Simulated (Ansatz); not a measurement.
Crystal: MoS2.

```
CELL_PARAMETERS angstrom
3.16900 0.00000 0.00000
-1.58450 2.74443 0.00000
0.00000 0.00000 12.32400
ATOMIC_POSITIONS crystal
Mo 0.66667 0.33333 0.75000
Mo 0.33333 0.66667 0.25000
S 0.66667 0.33333 0.37700
S 0.33333 0.66667 0.87700
S 0.66667 0.33333 0.12300
S 0.33333 0.66667 0.62300
```

Base run:

```yaml
Program: Ansatz 0.2.0
Functional: r2SCAN
Potentials_or_basis: Ansatz PAW
Cutoff: 500 eV
Density_cutoff: 2000 eV
k_mesh: 10 × 10 × 3
Occupations: fermi-dirac, width 0.05 eV
Spin: no spin polarisation
```

Its results: band gap on the k mesh 1.03 eV, indirect (least direct gap 1.98 eV); pressure 0.8 GPa; largest force 0.244 eV/Å.

Question: The run is repeated on the same cell with these changes: functional from r2SCAN to BLYP; cutoff from 500 eV to 420 eV; density cutoff from 2000 eV to 1680 eV. What comes out?

Answer: Band gap on the k mesh 0.94 eV, indirect (least direct gap 1.86 eV); pressure 9.4 GPa; largest force 0.329 eV/Å.

Caveats: the PAW data sets come from PBE, with cores solved anew for the run's functional, which leaves a small shift of forces and pressure; the potentials were made for another functional, which shifts forces and pressure (some runs); this functional lacks dispersion, which binds the layers, so the pressure and a relaxed spacing across them are unreliable (some runs).

A k mesh can miss the band edges.

Not every run made on this cell is shown here.
